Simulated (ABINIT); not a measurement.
# GaP (F-43m) in ABINIT: settings compared, part 2 of 2

ABINIT 10.8.3 (patched build).

### Step 5. Relaxation of cell and atoms, PBE

run.abi reads:

```
# Pseudopotentials
pp_dirpath "./"
pseudos "Ga.upf, P.upf"

# Structure
acell 3*1.0 Angstrom
rprim
     0.0000000000     2.7252500000     2.7252500000
     2.7252500000     0.0000000000     2.7252500000
     2.7252500000     2.7252500000     0.0000000000
ntypat 2
znucl 31 15
natom 2
typat 1 2
chkprim 0
chksymtnons 0
tolsym 1.0e-6
xred
            0.0            0.0            0.0
            3/4            3/4            3/4

# Plane-wave basis
ecut 36.0
ecutsm 0.5

# k points
kptopt 1
ngkpt 6 6 6
nshiftk 1
shiftk 0.0 0.0 0.0

# Exchange and correlation
ixc 11

# Bands and occupations
nband 13
occopt 3
tsmear 0.05 eV

# SCF cycle
nstep 80
tolvrs 1.0e-12

# Output
iomode 3
prteig 0
prtebands 0
prtwf 0
prtden 0

# Relaxation
ionmov 22
optcell 2
ntime 50
tolmxf 2.0e-5
dilatmx 1.08
```

Potentials or basis: PseudoDojo NC SR PBE v0.4.1 standard.

The run is started by

```sh
abinit run.abi > log 2>&1
```

run.abo:

```text
.Version 10.8.3 of ABINIT
 Symmetries : space group F-4 3 m (#216); Bravais cF (face-center cubic)
================================================================================
 Values of the parameters that define the memory need of the present run
     intxc =       0    ionmov =      22      iscf =       7    lmnmax =       6
     lnmax =       6     mgfft =      45  mpssoang =       3    mqgrid =    3001
     natom =       2  nloc_mem =       1    nspden =       1   nspinor =       1
    nsppol =       1      nsym =      24    n1xccc =    2501    ntypat =       2
    occopt =       3   xclevel =       2
       mpw =        3575          nfft =       91125          nkpt =          16
================================================================================
================================================================================

--------------------------------------------------------------------------------
------------- Echo of variables that govern the present computation ------------
--------------------------------------------------------------------------------
 -outvars: echo values of preprocessed input variables --------
            acell      1.8897261259E+00  1.8897261259E+00  1.8897261259E+00 Bohr
              amu      6.97230000E+01  3.09737620E+01
          chkprim           0
      chksymtnons           0
          dilatmx      1.08000000E+00
             ecut      3.60000000E+01 Hartree
           ecutsm      5.00000000E-01 Hartree
           ionmov          22
              ixc          11
         kptrlatt        6    0    0      0    6    0      0    0    6
          kptrlen      4.36989965E+01
            natom           2
            nband          13
            ngfft          45      45      45
             nkpt          16
            nstep          80
             nsym          24
            ntime          50
           ntypat           2
           occopt           3
          optcell           2
           prtden           0
        prtebands           0
           prteig           0
            prtwf           0
            rprim      0.0000000000E+00  2.7252500000E+00  2.7252500000E+00
                       2.7252500000E+00  0.0000000000E+00  2.7252500000E+00
                       2.7252500000E+00  2.7252500000E+00  0.0000000000E+00
          spgroup         216
           tolmxf      2.00000000E-05
           tolsym      1.00000000E-06
           tolvrs      1.00000000E-12
           tsmear      1.83746611E-03 Hartree
            typat      1  2
           xangst      0.0000000000E+00  0.0000000000E+00  0.0000000000E+00
                       4.0878750000E+00  4.0878750000E+00  4.0878750000E+00
            xcart      0.0000000000E+00  0.0000000000E+00  0.0000000000E+00
                       7.7249641869E+00  7.7249641869E+00  7.7249641869E+00
             xred      0.0000000000E+00  0.0000000000E+00  0.0000000000E+00
                       7.5000000000E-01  7.5000000000E-01  7.5000000000E-01
            znucl       31.00000   15.00000

================================================================================

 chkinp: Checking input parameters for consistency.

================================================================================
== DATASET  1 ==================================================================

--- !DatasetInfo
iteration_state: {dtset: 1, }
dimensions: {natom: 2, nkpt: 16, mband: 13, nsppol: 1, nspinor: 1, nspden: 1, mpw: 3575, }
cutoff_energies: {ecut:  36.0, pawecutdg:  -1.0, }
electrons: {nelect:   1.80000000E+01, charge:   0.00000000E+00, occopt:   3.00000000E+00, tsmear:   1.83746611E-03, }
[... 19 lines left out ...]
  31.00000  13.00000  171031                  znucl, zion, pspdat
12 -101130 2 -1 1902                          pspcod,pspxc,lmax,lloc,mmax
     nproj     2     2     2

- pspini: atom type   2  psp file is ./P.upf
  15.00000   5.00000  171031                  znucl, zion, pspdat
12 -101130 2 -1 1298                          pspcod,pspxc,lmax,lloc,mmax
     nproj     2     2     2

   5.89557354E+02                                ecore*ucvol(ha*bohr**3)
--------------------------------------------------------------------------------

================================================================================

=== [ionmov=22] Limited-memory Broyden-Fletcher-Goldfarb-Shanno method
================================================================================

--- Iteration: ( 1/50) Internal Cycle: (1/1)
--------------------------------------------------------------------------------

---SELF-CONSISTENT-FIELD CONVERGENCE--------------------------------------------
[... 486 lines left out ...]
 Difference of energy with previous step (new-old):
           Absolute (Ha)=-2.99605E-09
           Relative     =-3.59118E-11

 At Broyd/MD step   5, gradients are converged :
  max grad (force/stress) = 3.1277E-06 < tolmxf= 2.0000E-05 ha/bohr (free atoms)

================================================================================

 ----iterations are completed or convergence reached----

 Mean square residual over all n,k,spin=   73.553E-16; max=  13.102E-13
 reduced coordinates (array xred) for    2 atoms
      -0.000000000000     -0.000000000000      0.000000000000
       0.750000000000      0.750000000000      0.750000000000
 rms dE/dt=  0.0000E+00; max dE/dt=  0.0000E+00; dE/dt below (all hartree)
    1       0.000000000000      0.000000000000      0.000000000000
    2       0.000000000000      0.000000000000      0.000000000000

 cartesian coordinates (angstrom) at end:
    1     -0.00000000000000    -0.00000000000000    -0.00000000000000
    2      4.13217349564402     4.13217349564402     4.13217349564402

 cartesian forces (hartree/bohr) at end:
    1     -0.00000000000000    -0.00000000000000    -0.00000000000000
    2     -0.00000000000000    -0.00000000000000    -0.00000000000000
 frms,max,avg= 0.0000000E+00 0.0000000E+00   0.000E+00  0.000E+00  0.000E+00 h/b

 cartesian forces (eV/Angstrom) at end:
    1     -0.00000000000000    -0.00000000000000    -0.00000000000000
    2     -0.00000000000000    -0.00000000000000    -0.00000000000000
 frms,max,avg= 0.0000000E+00 0.0000000E+00   0.000E+00  0.000E+00  0.000E+00 e/A
 length scales=  7.362090534991  7.362090534991  7.362090534991 bohr
              =  3.895850533079  3.895850533079  3.895850533079 angstroms
 Fermi (or HOMO) energy (hartree) =   0.17684   Average Vxc (hartree)=  -0.35575
 Eigenvalues (hartree) for nkpt=  16  k points:
 kpt#   1, nband= 13, wtk=  0.00463, kpt=  0.0000  0.0000  0.0000 (reduced coord)
  -0.38509   -0.38509   -0.38509   -0.38188   -0.38188   -0.30181    0.14858    0.14858
   0.14858    0.20560    0.29164    0.29164    0.29164
      occupation numbers for kpt#   1
   2.00000    2.00000    2.00000    2.00000    2.00000    2.00000    2.00000    2.00000
   2.00000    0.00000    0.00000    0.00000    0.00000
 prteigrs : prtvol=0 or 1, do not print more k-points.

--- !EnergyTerms
iteration_state     : {dtset: 1, itime: 5, icycle: 1, }
comment             : Components of total free energy in Hartree
kinetic             :  6.52275354508840E+01
hartree             :  2.64073700508209E+01
xc                  : -2.29980527541997E+01
Ewald energy        : -4.77216732180216E+01
psp_core            :  2.08947701033162E+00
local_psp           : -6.92233713495216E+01
non_local_psp       : -3.72092342112222E+01
internal            : -8.34279490209286E+01
'-kT*entropy'       : -3.60630228027701E-10
total_energy        : -8.34279490212893E+01
total_energy_eV     : -2.27019014452831E+03
band_energy         : -4.11842557701853E+00
...

 Cartesian components of stress tensor (hartree/bohr^3)
  sigma(1 1)=  3.12773134E-08  sigma(3 2)=  0.00000000E+00
  sigma(2 2)=  3.12773134E-08  sigma(3 1)=  0.00000000E+00
  sigma(3 3)=  3.12773134E-08  sigma(2 1)=  0.00000000E+00

-Cartesian components of stress tensor (GPa)         [Pressure= -9.2021E-04 GPa]
- sigma(1 1)=  9.20210331E-04  sigma(3 2)=  0.00000000E+00
- sigma(2 2)=  9.20210331E-04  sigma(3 1)=  0.00000000E+00
- sigma(3 3)=  9.20210331E-04  sigma(2 1)=  0.00000000E+00

== END DATASET(S) ==============================================================
================================================================================

 -outvars: echo values of variables after computation  --------
            acell      7.3620905350E+00  7.3620905350E+00  7.3620905350E+00 Bohr
           etotal     -8.3427949021E+01
            fcart     -0.0000000000E+00 -0.0000000000E+00 -0.0000000000E+00
                      -0.0000000000E+00 -0.0000000000E+00 -0.0000000000E+00
            rprim      0.0000000000E+00  7.0710678119E-01  7.0710678119E-01
                       7.0710678119E-01  0.0000000000E+00  7.0710678119E-01
                       7.0710678119E-01  7.0710678119E-01  0.0000000000E+00
           strten      3.1277313428E-08  3.1277313427E-08  3.1277313427E-08
                       0.0000000000E+00  0.0000000000E+00  0.0000000000E+00
           xangst     -2.3691743785E-43 -1.4200093065E-43 -1.4121440793E-27
                       4.1321734956E+00  4.1321734956E+00  4.1321734956E+00
             xred     -2.5630774230E-28 -2.5630774230E-28  2.5630774230E-28
                       7.5000000000E-01  7.5000000000E-01  7.5000000000E-01
 Calculation completed.
```

It took 1.7 min on 1 thread of Arm Neoverse V2, shared host; peak memory 0.09 GiB.

What came out:

- Free energy: -2270.1901 eV
- Band gap on the k mesh: 1.55 eV, direct

Caveat: the cutoff is too short for stress, so the log's stress isn't used.

### Step 6. Single point, PBE (cell relaxed)

run.abi reads:

```
# Pseudopotentials
pp_dirpath "./"
pseudos "Ga.upf, P.upf"

# Structure
acell 3*1.0
rprim
     0.0000000000     5.2057841367     5.2057841367
     5.2057841367     0.0000000000     5.2057841367
     5.2057841367     5.2057841367     0.0000000000
ntypat 2
znucl 31 15
natom 2
typat 1 2
xred
     0.0000000000     0.0000000000     0.0000000000
     0.7500000000     0.7500000000     0.7500000000
chkprim 0
chksymtnons 0
tolsym 1.0e-6

# Plane-wave basis
ecut 36.0

# k points
kptopt 1
ngkpt 6 6 6
nshiftk 1
shiftk 0.0 0.0 0.0

# Exchange and correlation
ixc 11

# Bands and occupations
nband 13
occopt 3
tsmear 0.05 eV

# SCF cycle
nstep 100
tolvrs 1.0e-10

# Output
iomode 3
prtwf 0
prtden 0
prteig 0
prtebands 0
enunit 1
```

Potentials or basis: PseudoDojo NC SR PBE v0.4.1 standard.

The run is started by

```sh
abinit run.abi > log 2>&1
```

Run time: 16 s. Hardware: 1 thread of Arm Neoverse V2, shared host; peak memory 0.08 GiB.

Results (log left out):

| Quantity | Value |
| --- | --- |
| Free energy | -2270.1928 eV |
| Band gap on the k mesh | 1.55 eV, direct |
| Valence electrons inside the program's atomic spheres | Ga 10.84; P 2.81 |

Levels at points of the mesh, in eV from the valence-band top:
| k point | band 5 | band 6 | band 7 | band 8 | band 9 | band 10 | band 11 | band 12 | band 13 |
| --- | --- | --- | --- | --- | --- | --- | --- | --- | --- |
| (0.00, 0.00, 0.00) | -14.43 | -12.26 | 0.00 | 0.00 | 0.00 | 1.55 | 3.89 | 3.89 | 3.89 |
| (0.50, 0.00, 0.00) | -14.43 | -10.30 | -6.45 | -1.07 | -1.07 | 1.57 | 4.72 | 4.72 | 8.22 |
| (0.50, 0.50, 0.00) | -14.42 | -9.44 | -6.61 | -2.57 | -2.57 | 1.72 | 1.85 | 10.33 | 10.35 |

Caveat: the cutoff is too short for stress, so the log's stress isn't used. A k mesh can miss the band edges.

### Step 7. The runs side by side

| task | level | potentials or basis | cell | cell freedom (optcell) | optimiser (ionmov) | cutoff smearing ecutsm (Ha) | force stop (Ha/bohr) | gap on the mesh (eV) |
| --- | --- | --- | --- | --- | --- | --- | --- | --- |
| single point | LDA | PseudoDojo NC SR LDA v0.4.1 standard | as given | - | - | - | - | 1.50 |
| single point | PBE | PseudoDojo NC SR PBE v0.4.1 standard | as given | - | - | - | - | 1.65 |
| single point | PBEsol | PseudoDojo NC SR PBEsol v0.4.1 standard | as given | - | - | - | - | 1.51 |
| relaxation of cell and atoms | PBE | PseudoDojo NC SR PBE v0.4.1 standard | relaxed | 2 | 22 | 0.5 | 2e-05 | 1.55 |
| single point | PBE | PseudoDojo NC SR PBE v0.4.1 standard | cell relaxed | - | - | - | - | 1.55 |

Alike in all rows: no spin polarisation; k mesh 6 × 6 × 6; cutoff (eV) 980; smearing fermi-dirac 0.05 eV.

Total energies depend on the potentials used, so only differences within one code and one set of settings carry meaning.

### Step 8. How close it comes

Step 2. Measured gap of GaP: 2.34 eV (indirect; 10 K; quoted in “Stacking defects in GaP nanowires: Electronic structure and optical properties”, 2018, arxiv:1810.01194). This calculation gives 1.50 eV (-0.84 eV). Spin-orbit coupling on Ga is left out. The value is that of LDA on a finite k mesh, which can miss the band edges, without temperature or zero-point motion. Semilocal functionals fall short of measured gaps as a rule.

Step 3. Measured gap of GaP: 2.34 eV (indirect; 10 K; quoted in “Stacking defects in GaP nanowires: Electronic structure and optical properties”, 2018, arxiv:1810.01194). This calculation gives 1.65 eV (-0.69 eV). Spin-orbit coupling on Ga is left out. The value is that of PBE on a finite k mesh, which can miss the band edges, without temperature or zero-point motion. Semilocal functionals fall short of measured gaps as a rule.

Step 4. Against the measured gap of GaP, 2.34 eV (indirect; 10 K; quoted in “Stacking defects in GaP nanowires: Electronic structure and optical properties”, 2018, arxiv:1810.01194), the calculated 1.51 eV is off by -0.83 eV. Spin-orbit coupling on Ga is left out. The value is that of PBEsol on a finite k mesh, which can miss the band edges, without temperature or zero-point motion. Semilocal functionals fall short of measured gaps as a rule.
